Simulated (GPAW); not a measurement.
# Si2Ni (Fm-3m) in GPAW: settings compared

Aim: see how the results for Si2Ni move with the level of theory and the settings. Levels: PBEsol+U, PBE+U. Tasks: band structure, single point.

Everything below comes from runs of GPAW 26.7.0. Logs are shortened: lines on timing, memory, paths and dates and some standing lists are left out, and cuts for length are marked. The log counts tension as positive stress, the text compression.

## (1) The structure

Symmetry: Fm-3m, No. 225, cubic system. The conventional cell has a = 5.406 Å, b = 5.406 Å, c = 5.406 Å, α = 90.00°, β = 90.00°, γ = 90.00°. Ni (site symmetry m-3m) is surrounded by 8 Si at 2.34 Å. Around Si (site symmetry -43m) lie 4 Ni at 2.34 Å.

## (2) Band structure, PBEsol+U, collinear spin, ferromagnetic start

Contents of run.py:

```python
from ase import Atoms
from ase.dft.bandgap import bandgap
from ase.io import write
from ase.units import GPa
from gpaw import GPAW, PW, setup_paths

setup_paths.insert(0, '.')

atoms = Atoms(['Ni', 'Si', 'Si'],
              cell=[[0.0, 2.703, 2.703],
                    [2.703, 0.0, 2.703],
                    [2.703, 2.703, 0.0]],
              scaled_positions=[[0.0, 0.0, 0.0],
                                [0.75, 0.75, 0.75],
                                [0.25, 0.25, 0.25]],
              pbc=True)
atoms.set_initial_magnetic_moments([1.0, 0.0, 0.0])

calc = GPAW(mode=PW(600),
            xc='PBEsol',
            kpts={'size': (9, 9, 9), 'gamma': True},
            occupations={'name': 'fermi-dirac', 'width': 0.05},
            setups={'Ni': ':d,4.0'},
            nbands=24,
            convergence={'density': 1e-05, 'energy': 1e-05},
            maxiter=150,
            txt='gpaw.txt')
atoms.calc = calc
energy = atoms.get_potential_energy()
forces = atoms.get_forces()
stress = atoms.get_stress()
calc.write('gs.gpw')
write('result.traj', atoms)
print(f'Energy: {energy:.6f} eV')
print('Forces (eV/A):')
print(forces.round(4))
print('Stress (GPa):', (stress / GPa).round(3))
print('Moments:', calc.get_magnetic_moments().round(3))
print('Fermi level:', round(calc.get_fermi_level(), 4), 'eV')
print(f'Gap: {bandgap(calc)[0]:.4f} eV, direct: {bandgap(calc, direct=True)[0]:.4f} eV')

path = atoms.cell.bandpath('GXWKGLUWLK,UX', npoints=60, eps=1e-4)
bs_calc = calc.fixed_density(kpts=path, symmetry='off', nbands=35,
                             convergence={'bands': 'CBM+6.0', 'eigenstates': 1e-6}, txt='bands.txt')
bs = bs_calc.band_structure()
bs.write('bs.json')
print(f'Gap on the path: {bandgap(bs_calc)[0]:.4f} eV')
```

Potentials or basis: PAW data sets generated in the run's folder for this functional, pw.

Run with:

```console
> gpaw-setup -f PBEsol Ni Si
> OMP_NUM_THREADS=1 python run.py
```

gpaw.txt:

```text
__  _  _
 | _ |_)|_||  |
 |__||  | ||/\| - 26.7.0

Input parameters:
  mode=PW(ecut=600.0),
  convergence={'density': 1e-05, 'energy': 1e-05},
  kpts=MonkhorstPack(size=(9, 9, 9), gamma=True),
  maxiter=150,
  nbands=24,
  occupations=Occupations(name='fermi-dirac', width=0.05),
  setups={'Ni': ':d,4.0'},
  xc=XC(name='PBEsol')

Diagonalizing LCAO Hamiltonian
Converting LCAO to pw mode

                    Si

           Si

       Ni

Atoms  # Å, Bohr magnetons
|   | symbol |        x |        y |        z |    initial magnetic moments |
|---|--------|----------|----------|----------|-----------------------------|
| 0 |     Ni | 0.000000 | 0.000000 | 0.000000 | ( 0.0000,  0.0000,  1.0000) |
| 1 |     Si | 4.054500 | 4.054500 | 4.054500 | ( 0.0000,  0.0000,  0.0000) |
| 2 |     Si | 1.351500 | 1.351500 | 1.351500 | ( 0.0000,  0.0000,  0.0000) |

Unit cell  # Å
| periodic |        x |        y |        z |  lengths |    angles |
|----------|----------|----------|----------|----------|-----------|
|      yes | 0.000000 | 2.703000 | 2.703000 | 3.822619 | 60.000000 |
|      yes | 2.703000 | 0.000000 | 2.703000 | 3.822619 | 60.000000 |
|      yes | 2.703000 | 2.703000 | 0.000000 | 3.822619 | 60.000000 |

Number of symmetries: 48
Symmetry operations  # r_c * U_cc + t_c -> r_c
|    | kind |            matrix            |
|----|------|------------------------------|
|  0 |  σ   |  1, 0, 0,  1, 0,-1,  1,-1, 0 |
|  1 |  C2  |  1, 0, 0,  1,-1, 0,  1, 0,-1 |
|  2 |  E   |  1, 0, 0,  0, 1, 0,  0, 0, 1 |
|  3 |  σ   |  1, 0, 0,  0, 0, 1,  0, 1, 0 |
|  4 |  C4  |  1, 0,-1,  1, 0, 0,  1,-1, 0 |
|  5 |  S6  |  1, 0,-1,  1,-1, 0,  1, 0, 0 |
|  6 |  σ   |  1, 0,-1,  0, 1,-1,  0, 0,-1 |
|  7 |  C3  |  1, 0,-1,  0, 0,-1,  0, 1,-1 |
|  8 |  S6  |  1,-1, 0,  1, 0, 0,  1, 0,-1 |
|  9 |  C4  |  1,-1, 0,  1, 0,-1,  1, 0, 0 |
| 10 |  C3  |  1,-1, 0,  0,-1, 1,  0,-1, 0 |
| 11 |  σ   |  1,-1, 0,  0,-1, 0,  0,-1, 1 |
| 12 |  σ   |  0, 1, 0,  1, 0, 0,  0, 0, 1 |
| 13 |  C4  |  0, 1, 0,  0, 1,-1, -1, 1, 0 |
| 14 |  C3  |  0, 1, 0,  0, 0, 1,  1, 0, 0 |
| 15 |  S6  |  0, 1, 0, -1, 1, 0,  0, 1,-1 |
| 16 |  C2  |  0, 1,-1,  1, 0,-1,  0, 0,-1 |
| 17 |  σ   |  0, 1,-1,  0, 1, 0, -1, 1, 0 |
| 18 |  S4  |  0, 1,-1,  0, 0,-1,  1, 0,-1 |
| 19 |  C4  |  0, 1,-1, -1, 1, 0,  0, 1, 0 |
| 20 |  C3  |  0, 0, 1,  1, 0, 0,  0, 1, 0 |
| 21 |  σ   |  0, 0, 1,  0, 1, 0,  1, 0, 0 |
| 22 |  S6  |  0, 0, 1,  0,-1, 1, -1, 0, 1 |
| 23 |  C4  |  0, 0, 1, -1, 0, 1,  0,-1, 1 |
| 24 |  S4  |  0, 0,-1,  1, 0,-1,  0, 1,-1 |
| 25 |  C3  |  0, 0,-1,  0, 1,-1,  1, 0,-1 |
| 26 |  C2  |  0, 0,-1,  0,-1, 0, -1, 0, 0 |
| 27 |  S6  |  0, 0,-1, -1, 0, 0,  0,-1, 0 |
| 28 |  S4  |  0,-1, 1,  1,-1, 0,  0,-1, 0 |
| 29 |  C4  |  0,-1, 1,  0, 0, 1, -1, 0, 1 |
| 30 |  C2  |  0,-1, 1,  0,-1, 0,  1,-1, 0 |
| 31 |  σ   |  0,-1, 1, -1, 0, 1,  0, 0, 1 |
| 32 |  C3  |  0,-1, 0,  1,-1, 0,  0,-1, 1 |
| 33 |  S6  |  0,-1, 0,  0, 0,-1, -1, 0, 0 |
| 34 |  S4  |  0,-1, 0,  0,-1, 1,  1,-1, 0 |
| 35 |  C2  |  0,-1, 0, -1, 0, 0,  0, 0,-1 |
| 36 |  C2  | -1, 1, 0,  0, 1, 0,  0, 1,-1 |
| 37 |  S6  | -1, 1, 0,  0, 1,-1,  0, 1, 0 |
| 38 |  S4  | -1, 1, 0, -1, 0, 1, -1, 0, 0 |
[... 105 lines left out ...]
    |    d |        |       0.000 |    1.058 |

    Using partial waves for Si as LCAO basis

Reference energy: -57075.982251  # eV

eigensolver:
  PPCG
  Converge bands: occupied
  niter=2

density mixing:
  MSR1-Mixer
  Pratt-step length: 0.05
  Maximum mixing coefficient: 0.75
  Old densities: 10
  SVD Regularization: 0.005
  Good broyden scale: 1.0
  Trust region scale: 1.0
  Backstep threshold: 4.0
  History deletion threshold: 6.0
  Fourier metric: weight=20.0, sigma=0.015

occupation numbers:
  Fermi-Dirac:
    width: 0.0500  # eV

poisson solver:
  ecut: 4800.0  # eV

xc functional:
  name: PBEsol with 2 nearest neighbor stencil

convergence criteria:
- Maximum integral of absolute [dens]ity change: 1e-05 electrons / valence electron
- Maximum [total energy] change in last 3 cyles: 1e-05 eV / valence electron
- Maximum integral of absolute [eigenst]ate change: 4e-08 eV^2 / valence electron
maximum number of iterations: 150

SCF iterations
|iter     | |      energy | eigst |  dens |  magmom |
|---------|-|-------------|-------|-------|---------|
|iter:   1| |  -19.265602 | +0.44 |       |  +1.0014|
|iter:   2| |  -18.732133 | -1.96 | -0.89 |  +0.9597|
|iter:   3| |  -18.277755 | -1.95 | -0.96 |  +0.7409|
|iter:   4| |  -18.339170 | -2.73 | -1.23 |  +0.5522|
|iter:   5| |  -18.371632 | -2.18 | -1.40 |  +0.2923|
|iter:   6| |  -18.390542 | -3.78 | -1.96 |  +0.1721|
|iter:   7| |  -18.400765 | -4.05 | -2.18 |  +0.0493|
|iter:   8| |  -18.402900 | -4.37 | -2.39 |  -0.0094|
|iter:   9| |  -18.402924 | -5.39 | -2.84 |  +0.0017|
|iter:  10| |  -18.402933c| -6.68 | -3.63 |  +0.0015|
|iter:  11| |  -18.402936c| -7.22 | -4.00 |  +0.0001|
|iter:  12| |  -18.402936c| -8.26c| -4.93 |  +0.0001|
|iter:  13| |  -18.402936c| -9.09c| -5.45c|  +0.0000|

Converged in 13 steps
Energy contributions relative to reference atoms: (reference = -57075.982251)

Energy contributions:
  Kinetic:          22.956665
  Coulomb:         -16.331230
  Zero:             -0.021247
  External:          0.000000
  Xc:              -25.003486
  Entropy:          -0.007276
  Spinorbit:         0.000000
  ----------------------------
  Free energy:     -18.406574
  Extrapolated:    -18.402936

dipole moment: (-11.030351, -11.030351, -11.030351)  # |e|*Ang

Total magnetic moment: (0.000000, 0.000000, 0.000027)

Local magnetic moments
|        x |        y |         z |
|----------|----------|-----------|
| 0.000000 | 0.000000 |  0.000013 |  # Ni   0
| 0.000000 | 0.000000 | -0.000001 |  # Si   1
| 0.000000 | 0.000000 | -0.000001 |  # Si   2

Fermi level: 9.499
Eigenvalues  # (at kpt = [0.000, 0.000, 0.000])
| band index |      eig [eV] | occ [0-1] |      eig [eV] | occ [0-1] |
|------------|---------------|-----------|---------------|-----------|
|          0 |       -54.145 |     1.000 |       -54.145 |     1.000 |
|        ... |               |           |               |           |
|          2 |       -54.145 |     1.000 |       -54.145 |     1.000 |
|          3 |        -4.310 |     1.000 |        -4.310 |     1.000 |
|          4 |         4.048 |     1.000 |         4.048 |     1.000 |
|          5 |         4.048 |     1.000 |         4.048 |     1.000 |
|          6 |         4.048 |     1.000 |         4.048 |     1.000 |
|          7 |         5.429 |     1.000 |         5.429 |     1.000 |
[... 8 lines left out ...]
|         16 |        14.214 |     0.000 |        14.214 |     0.000 |
|         17 |        14.214 |     0.000 |        14.214 |     0.000 |
|        ... |               |           |               |           |
|         23 |        30.434 |     0.000 |        30.434 |     0.000 |

No gap
No difference between direct/indirect transitions

Forces  # eV/Ang
|        x |        y |        z |
|----------|----------|----------|
|  0.00000 | -0.00000 | -0.00000 |  # Ni   0
| -0.00000 | -0.00000 | -0.00000 |  # Si   1
|  0.00000 |  0.00000 | -0.00000 |  # Si   2

Stress tensor  # eV/Ang^3
|        x |         y |         z |
|----------|-----------|-----------|
| 0.007945 |  0.000000 |  0.000000 |
| 0.000000 |  0.007945 | -0.000000 |
| 0.000000 | -0.000000 |  0.007945 |

# Writing to gs.gpw (mode='')
```

stdout:

```text
Energy: -18.402936 eV
Forces (eV/A):
[[ 0. -0. -0.]
 [-0. -0. -0.]
 [ 0.  0. -0.]]
Stress (GPa): [ 1.273  1.273  1.273 -0.     0.     0.   ]
Moments: [ 0. -0. -0.]
Fermi level: 9.4995 eV
Gap: 0.0000 eV, direct: 0.0000 eV
Gap on the path: 0.0000 eV
```

bands.txt:

```text
Diagonalizing LCAO Hamiltonian
Converting LCAO to pw mode
convergence criteria:
- Maximum integral of absolute [eigenst]ate change: 1e-06 eV^2 / valence electron
maximum number of iterations: 150

SCF iterations
|iter     | |      energy | eigst |  dens |  magmom |
[... 67 lines left out ...]
         [0.41071429, 0.41071429, 0.67857143],
         [0.39285714, 0.39285714, 0.71428571],
         [0.375     , 0.375     , 0.75      ],
         [0.625     , 0.25      , 0.625     ],
         [0.59375   , 0.1875    , 0.59375   ],
         [0.5625    , 0.125     , 0.5625    ],
         [0.53125   , 0.0625    , 0.53125   ],
         [0.5       , 0.        , 0.5       ]])),
  maxiter=150,
  nbands=35,
  occupations=Occupations(name='fermi-dirac', width=0.05),
  setups={'Ni': ':d,4.0'},
  symmetry=Symmetry(point_group=False, time_reversal=False),
  xc=XC(name='PBEsol')
```

It took 2.3 min on 1 thread of Arm Neoverse V1, shared host; peak memory 0.34 GiB.

What came out:

| Item | Value |
| --- | --- |
| Free energy | -18.4066 eV |
| Pressure | -1.3 GPa |
| Band gap along the path | none (metal or under the smearing width) |
| Net moment | 0.00 μB per cell |

Levels at the corners of the path, in eV from the Fermi level:
Spin up:
```csv
point,band 9,band 10,band 11,band 12,band 13,band 14,band 15,band 16
Γ,-4.07,-0.29,1.74,1.74,1.74,2.38,2.38,2.38
X,-3.91,-3.91,-3.82,-3.68,-0.49,1.32,7.77,8.32
W,-3.96,-3.91,-3.71,-2.85,2.25,2.25,4.64,5.31
K,-4.10,-3.70,-3.33,-2.96,0.13,3.66,4.72,6.39
Γ,-4.07,-0.29,1.74,1.74,1.74,2.38,2.38,2.38
L,-3.81,-3.81,-1.38,-1.38,1.73,1.78,1.78,2.70
U,-4.10,-3.70,-3.33,-2.96,0.13,3.66,4.72,6.39
W,-3.96,-3.91,-3.71,-2.85,2.25,2.25,4.64,5.31
L,-3.81,-3.81,-1.38,-1.38,1.73,1.78,1.78,2.70
K,-4.10,-3.70,-3.33,-2.96,0.13,3.66,4.72,6.39
U,-4.10,-3.70,-3.33,-2.96,0.13,3.66,4.72,6.39
X,-3.91,-3.91,-3.82,-3.68,-0.49,1.32,7.77,8.32
```
Spin down:
| point | band 9 | band 10 | band 11 | band 12 | band 13 | band 14 | band 15 | band 16 |
| --- | --- | --- | --- | --- | --- | --- | --- | --- |
| Γ | -4.07 | -0.29 | 1.74 | 1.74 | 1.74 | 2.38 | 2.38 | 2.38 |
| X | -3.91 | -3.91 | -3.82 | -3.68 | -0.49 | 1.32 | 7.77 | 8.32 |
| W | -3.96 | -3.91 | -3.71 | -2.85 | 2.25 | 2.25 | 4.64 | 5.31 |
| K | -4.10 | -3.70 | -3.33 | -2.96 | 0.13 | 3.66 | 4.72 | 6.39 |
| Γ | -4.07 | -0.29 | 1.74 | 1.74 | 1.74 | 2.38 | 2.38 | 2.38 |
| L | -3.81 | -3.81 | -1.38 | -1.38 | 1.73 | 1.78 | 1.78 | 2.70 |
| U | -4.10 | -3.70 | -3.33 | -2.96 | 0.13 | 3.66 | 4.72 | 6.39 |
| W | -3.96 | -3.91 | -3.71 | -2.85 | 2.25 | 2.25 | 4.64 | 5.31 |
| L | -3.81 | -3.81 | -1.38 | -1.38 | 1.73 | 1.78 | 1.78 | 2.70 |
| K | -4.10 | -3.70 | -3.33 | -2.96 | 0.13 | 3.66 | 4.72 | 6.39 |
| U | -4.10 | -3.70 | -3.33 | -2.96 | 0.13 | 3.66 | 4.72 | 6.39 |
| X | -3.91 | -3.91 | -3.82 | -3.68 | -0.49 | 1.32 | 7.77 | 8.32 |

Caveat: the stock nickel data set gives pressures a few GPa off other programs; the U is typed as a test and isn't derived for this compound.

[end of part 1 of 2]
